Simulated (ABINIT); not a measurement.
Crystal: Be.

```
CELL_PARAMETERS angstrom
-1.25312 1.25312 1.25312
1.25312 -1.25312 1.25312
1.25312 1.25312 -1.25312
ATOMIC_POSITIONS crystal
Be 0.00000 0.00000 0.00000
```

This isn't the form of Be at room conditions, which is hcp.

* Program: ABINIT 10.8.3 (patched build)
* Task: single point
* Functional: PBE
* Potentials or basis: JTH PAW PBE v2.0
* Cutoff: 517 eV
* k mesh: 15 × 15 × 15
* Occupations: fermi-dirac, width 0.05 eV
* Spin: no spin polarisation

On this cell: pressure -1.1 GPa; band gap on the k mesh none (metal or under the smearing width).

The same run follows on a disturbed copy (cell strained at random at fixed volume):

```
Be
1.0
    -1.26090    1.21568    1.26380
     1.26073   -1.23085    1.27880
     1.26541    1.23536   -1.27896
Be
1
Direct
  0.00279 0.99550 0.99282
```

What changes?

The energy (extrapolated to zero smearing) moves by +3.1 meV/atom; pressure -1.0 GPa; band gap on the k mesh none (metal or under the smearing width).

Stress tensor (GPa, compression positive):
```
-1.94 -0.71  0.00
-0.71  1.28  2.40
 0.00  2.40 -2.49
```
